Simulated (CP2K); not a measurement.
Ir:

```
CELL_PARAMETERS angstrom
2.70907 0.00000 0.00000
1.35453 2.34612 0.00000
1.35453 0.78204 2.21194
ATOMIC_POSITIONS crystal
Ir 0.00000 0.00000 0.00000
```

Base run:

| Item | Value |
| --- | --- |
| Program | CP2K 2026.2 |
| Functional | PBEsol |
| Potentials or basis | POTENTIAL_UZH Ir GTH-PBE-q17; TZVP-MOLOPT-PBE-GTH basis |
| Density cutoff | 6123 eV |
| k mesh | 12 × 12 × 12 |
| Occupations | fermi-dirac, width 0.05 eV |
| Spin | no spin polarisation |

Its results: band gap on the k mesh none (metal or under the smearing width); pressure -1.7 GPa.

**Question.** After a change of settings the same cell gave: band gap on the k mesh none (metal or under the smearing width); pressure -2.8 GPa. Which change was it?
A. dispersion from none to D3(BJ)
B. dispersion from none to rVV10
C. dispersion from none to D3(BJ)+ATM
D. dispersion from none to D3

**Answer.** B.

Dispersion adds attraction, which lowers the pressure at fixed volume.

Caveats: the potentials were made for another functional, which shifts forces and pressure; the basis of atomic orbitals isn't converged, which shifts pressures, moduli and gaps; pairwise dispersion overbinds metals, which lowers pressure and volume (some runs).
